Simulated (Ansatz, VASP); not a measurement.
# Two plane-wave programs on Ca

```
Ca
1.0
    -2.19520    2.19520    2.24000
     2.19520   -2.19520    2.24000
     2.28480    2.28480   -2.24000
Ca
1
Cartesian
  0.0000 0.0000 0.0000
```

Change from the starting cell: strain = 0.04.

Alike in both runs: task single point; functional PBE; k mesh 8 × 8 × 8; occupations fermi-dirac, width 0.05 eV; no spin polarisation.

|  | VASP | Ansatz |
| --- | --- | --- |
| version | VASP 6.6.1 | Ansatz 0.2.0 |
| potentials or method | VASP PAW PBE potentials, release 64 (Ca_sv) | Ansatz PAW |
| plane-wave cutoff (eV) | 520 | 420 |
| valence electrons in the cell | 10 | 10 |

```tsv
	VASP	Ansatz	Ansatz less VASP
gap on the k mesh at the Fermi level (eV)	none	none	-
pressure (GPa)	-1.0	-1.0	-0.01
largest component of the traceless stress (GPa)	0.48	0.48	-0.001
```

A gap of «none» marks a metal or a gap that the smearing closes.
